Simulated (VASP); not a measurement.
Set up this calculation in VASP 6.6.1, as the native input.

```
Task                   : relaxation of cell and atoms
Functional             : PBEsol
Potentials or basis    : VASP PAW PBE potentials, release 64 (Zn, S)
Cutoff                 : 600 eV
k mesh                 : 10 × 10 × 10
Occupations            : gaussian, width 0.03 eV
Spin                   : no spin polarisation
Further INCAR settings : ALGO = Normal; EDIFF = 1e-07; IBRION = 2; EDIFFG = -0.005; NSW = 90; ISIF = 3
```

The structure of ZnS lies in POSCAR:

```
ZnS                                     
1.0
    0.0000000000      2.6803336976      2.6803336976
    2.6803336976      0.0000000000      2.6803336976
    2.6803336976      2.6803336976     -0.0000000000
  Zn              S             
     1     1
Direct
     0.0000000000000000    0.0000000000000000    0.0000000000000000
     0.2500000000000000    0.2500000000000000    0.2500000000000000
```

The cell was built by a generator and needn't be a form met in nature.

These files were run (other wordings do the same):

INCAR

```
SYSTEM = ZnS
ALGO = Normal
EDIFF = 1E-7
EDIFFG = -0.005
ENCUT = 600
GGA = PS
IBRION = 2
ISIF = 3
ISMEAR = 0
LASPH = .True.
LCHARG = .False.
LREAL = .False.
LWAVE = .False.
NELM = 80
NSW = 90
PREC = Accurate
SIGMA = 0.03
```

KPOINTS

```
k-points
0
Gamma
  10 10 10
  0 0 0
```

Potentials or basis: VASP PAW PBE potentials, release 64 (Zn, S).

Launch:

```bash
$ cat potpaw_PBE.64/Zn/POTCAR potpaw_PBE.64/S/POTCAR > POTCAR
$ mpirun -np 1 vasp_std > vasp.out
```

Results of the run:

The pressure after relaxing is 0.0 GPa and the band gap on the k mesh is 2.08 eV, direct.

Caveat: the relaxation stopped at its first step, so nothing moved; the PAW data sets were made with another functional, which shifts forces and pressure a little.

Wall time 28 s on 1 thread of Intel(R) Xeon(R) Platinum 8259CL CPU @ 2.50GHz (Skylake/Cascade Lake), on a shared host, peak memory 0.18 GiB.
